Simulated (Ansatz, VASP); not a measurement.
**One calculation of SiO2, two programs**

```
Si O
1.0
    -2.83283    2.83283    2.62731
     2.83283   -2.83283    2.62731
     2.83283    2.83283   -2.62731
Si O
2 4
Direct
  0.00000 0.00000 0.00000
  0.50000 0.50000 0.00000
  0.00000 0.28901 0.28901
  0.00000 0.71099 0.71099
  0.28901 0.00000 0.28901
  0.71099 0.00000 0.71099
```

Alike in both runs: functional PBE; k mesh 10 × 10 × 10; occupations gaussian, width 0.1 eV; no spin polarisation.

Ansatz relaxed the structure, and its values are those at the end. VASP's run is a single point on that final structure, the one shown.

|  | VASP | Ansatz |
| --- | --- | --- |
| version | VASP 6.6.1 | Ansatz 0.2.0 |
| potentials or method | VASP PAW PBE potentials, release 64 (Si, O) | scalar-relativistic, plane waves, PAW |
| plane-wave cutoff (eV) | 520 | 420 |
| valence electrons in the cell | 32 | 32 |

|  | VASP | Ansatz | Ansatz less VASP |
| --- | --- | --- | --- |
| gap on the k mesh at the Fermi level (eV) | none | none | - |
| pressure (GPa) | 0.2 | 0.0 | -0.20 |
| rms of the force components (eV/Å) | 0.048 | 0.000 | -0.0485 |

A gap of «none» marks a metal or a gap that the smearing closes.
